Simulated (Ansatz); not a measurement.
A 2-atom cell of BN from a materials database was relaxed with r2SCAN+rVV10, strained in 2 ways (changes of length per length), its atoms relaxed again with r2SCAN+rVV10, and run with HSE06 in Ansatz 0.2.0. No spin polarisation and no zero-point or thermal motion.

Uniaxial -5.23 % along x, other directions held. Input:
```yaml
crystal:
  lattice:
    - [0.0, 3.2928569245, 2.1632761898]
    - [1.185533266, 0.0, 2.1632761898]
    - [1.185533266, 3.2928569245, 0.0]
  atoms:
    - { symbol: B, position: [-0.0020474341, -0.0020474341, 1.0020474341] }
    - { symbol: "N", position: [0.6687474241, 0.6687474241, 0.3312525759] }
kpoints:
  mp_grid: { grid: [8, 8, 8] }
  band_path:
    path:
      - [0.0, 0.0, 0.0]
      - [0.5, 0.0, 0.5]
      - [1.0, 0.5, 0.5]
      - [0.5, 0.5, 0.0]
      - [0.0, 0.3696802579, 0.3696802579]
      - [1.0, 0.6303197421, 0.6303197421]
      - [0.5, 0.297518017, 0.797518017]
      - [0.5, 0.702481983, 0.202481983]
      - [0.5, 0.5, 0.5]
      - [0.0, 0.3327122321, 0.3327122321]
      - [0.497396, 0.346354, -0.153646]
    npoints: 1
hamiltonian:
  xc: hse06
scf:
  occupations: { method: fixed }
  n_extra_bands: 4
output:
  forces: true
  stress: true
  eigenvalues: true
```

Main results, then levels in eV from the Fermi energy at the points of the path (names of the unstrained zone, bands numbered from 0):
```
Crystal: 2 atoms, lattice volume = 16.890 Å³
Basis set: ecut = 420 eV, 327 PW (Γ)
Symmetry: 4 space group operations
Space group: Fmm2 (ITA 42)
k-points: 95 of 512 (time reversal used)
Free energy (F): -542.372519 eV
Fermi energy:    4.709894 eV
--- Forces (eV/Å), atoms counted from 1 ---
  atom   1  B       0.00000      0.00000      0.00689
  atom   2  N       0.00000      0.00000    -0.00687
--- Stress (GPa, compression-positive) ---
       52.744496       0.000000       0.000000
        0.000000       3.443912       0.000000
        0.000000       0.000000      10.659118
  P = ⅓ Tr σ = 22.2825 GPa (222.825 kbar)
```
```tsv
point	band_0	band_1	band_2	band_3	band_4	band_5	band_6
Γ	-20.334	-5.146	-2.056	-1.209	6.251	13.374	14.420
Y	-20.014	-7.451	-2.032	-1.249	12.145	13.318	14.256
T	-16.759	-10.365	-4.228	-2.213	4.595	13.574	17.360
Z	-16.936	-10.661	-4.166	-0.770	7.528	12.186	13.903
Σ₀	-16.029	-9.550	-7.501	-0.968	5.383	14.482	17.014
U₀	-16.029	-9.550	-7.501	-0.968	5.383	14.482	17.014
C₀	-15.887	-9.444	-8.006	-0.444	6.754	14.911	15.823
A₀	-15.887	-9.444	-8.006	-0.444	6.754	14.911	15.823
L	-16.398	-10.259	-5.251	-1.084	6.187	11.725	15.638
(0,0.333,0.333)	-15.820	-9.332	-8.174	-0.443	5.681	13.807	16.079
(0.497,0.346,-0.154)	-15.975	-9.515	-8.017	0.105	6.765	14.376	15.657
```

With HSE06 the valence top lies at k = (0.497, 0.346, -0.154) and the conduction bottom at T, 4.49 eV higher; the smallest vertical gap, at Γ–Σ₀ (0.90 of the way from Γ), is 6.12 eV. With the atoms held, the mean pressure is +22.3 GPa (compression positive). The stress of a hybrid is loosely converged here.

Isotropic -2.92 % on every length. These blocks change:
```yaml
crystal:
  lattice:
    - [0.0, 3.1967055023, 2.100108525]
    - [1.2144304048, 0.0, 2.100108525]
    - [1.2144304048, 3.1967055023, 0.0]
  atoms:
    - { symbol: B, position: [0.0001189479, 0.0001189479, 0.9998810521] }
    - { symbol: "N", position: [0.6665810421, 0.6665810421, 0.3334189579] }
kpoints:
  mp_grid: { grid: [8, 8, 8] }
  band_path:
    path:
      - [0.0, 0.0, 0.0]
      - [0.5, 0.0, 0.5]
      - [1.0, 0.5, 0.5]
      - [0.5, 0.5, 0.0]
      - [0.0, 0.3696802579, 0.3696802579]
      - [1.0, 0.6303197421, 0.6303197421]
      - [0.5, 0.297518017, 0.797518017]
      - [0.5, 0.702481983, 0.202481983]
      - [0.5, 0.5, 0.5]
      - [0.0, 0.3327122321, 0.3327122321]
      - [0.5, 0.364583, -0.135417]
    npoints: 1
output:
  forces: true
  stress: true
  eigenvalues: true
  write_density: true
  write_potential: true
  elf: true
  volumetric_format: npy
```

```
Crystal: 2 atoms, lattice volume = 16.306 Å³
Basis set: ecut = 420 eV, 317 PW (Γ)
Symmetry: 4 space group operations
Space group: Fmm2 (ITA 42)
k-points: 95 of 512 (time reversal used)
Free energy (F): -542.399988 eV
Fermi energy:    5.244415 eV
--- Forces (eV/Å), atoms counted from 1 ---
  atom   1  B       0.00000      0.00000      0.00610
  atom   2  N       0.00000      0.00000    -0.00610
--- Stress (GPa, compression-positive) ---
       36.715323       0.000000       0.000000
        0.000000       4.579496       0.000000
        0.000000       0.000000      36.620280
  P = ⅓ Tr σ = 25.9717 GPa (259.717 kbar)
```
```tsv
point	band_0	band_1	band_2	band_3	band_4	band_5	band_6
Γ	-20.581	-5.159	-1.787	-1.780	6.340	13.858	13.992
Y	-20.184	-7.808	-1.835	-1.770	12.510	13.772	13.920
T	-16.619	-10.361	-5.169	-2.181	4.681	12.205	17.324
Z	-16.837	-10.715	-5.082	-0.547	7.806	11.623	14.194
Σ₀	-16.071	-9.658	-7.962	-1.043	5.321	14.267	15.901
U₀	-16.071	-9.658	-7.962	-1.043	5.321	14.267	15.901
C₀	-16.176	-9.595	-8.150	-0.856	6.718	15.298	16.086
A₀	-16.176	-9.595	-8.150	-0.856	6.718	15.298	16.086
L	-16.747	-10.549	-5.091	-1.414	5.881	12.252	15.717
(0,0.333,0.333)	-16.000	-9.555	-8.346	-0.591	5.558	13.680	15.466
(1/2,0.365,-0.135)	-16.181	-9.845	-8.030	0.012	6.819	14.472	15.700
```

With HSE06 the valence top lies at k = (1/2, 0.365, -0.135) and the conduction bottom at T, 4.67 eV higher; the smallest vertical gap, at Γ–Σ₀ (0.90 of the way from Γ), is 6.15 eV. The mean pressure at these positions is +26.0 GPa, compression counted positive. The stress of a hybrid is loosely converged here.

The meshes of the hybrids are coarse, so their gaps aren't converged to the digits shown.
